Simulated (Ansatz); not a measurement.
**AlRu: how the free axis answers a strain**

AlRu, Pm-3m, a = 2.976 Å. The structure is a Materials Project entry; whether it is the stable form wasn't checked. Ansatz: PBEsol, PAW, 420 eV, Γ-centred 18×18×18 mesh on 2 atoms, Gaussian smearing 0.10 eV; no spin polarisation. Series: uniaxial strain along a, with b, c and atoms relaxed; x is the strain in per cent. y is the change of c in per cent of 2.976 Å.

```tsv
x (%)	y (%)
-4.5	1.50
-3.0	0.98
-1.5	0.47
0.0	0.00
1.5	-0.48
3.0	?
4.5	-1.37
```

Fit y = c1 x + c2 x² to the other rows, say what c1 measures, and predict the missing y.

Least squares on the rows shown. y = −0.3184 x + 0.003108 x². So −c1 = 0.318 is Poisson's ratio for this pair of axes. At x = 3.0 the fit asked for gives -0.93 %. The run gave -0.93 %, the same to the digits shown.